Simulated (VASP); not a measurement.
Here is a VASP 6.6.1 calculation.

INCAR

```
PREC = Accurate
ENCUT = 520
EDIFF = 1E-8
ISMEAR = 0
SIGMA = 0.02
LREAL = False
LASPH = True
NELM = 80
ALGO = Fast
ISIF = 2
LWAVE = False
LCHARG = False
GGA = PE
LEFG = True
```

File KPOINTS:

```
Automatic mesh
0
Gamma
  8 8 8
```

File POSCAR:

```
InP
1.0
    0.0000000000      2.7688340000      2.7688340000
    2.7688340000      0.0000000000      2.7688340000
    2.7688340000      2.7688340000      0.0000000000
In P
1 1
Direct
    0.0000000000      0.0000000000      0.0000000000
    0.5000000000      0.5000000000      0.5000000000
```

Potentials or basis: VASP PAW PBE potentials, release 64 (In_d, P).

Launch:

```sh
$ cat potpaw_PBE.64/In_d/POTCAR potpaw_PBE.64/P/POTCAR > POTCAR
$ mpirun -np 1 vasp_std > vasp.out
```

(1) Estimate the pressure.

(2) Predict the band gap on the k mesh.

## Answers

(1) -0.1 GPa.

(2) none (metal or under the smearing width).
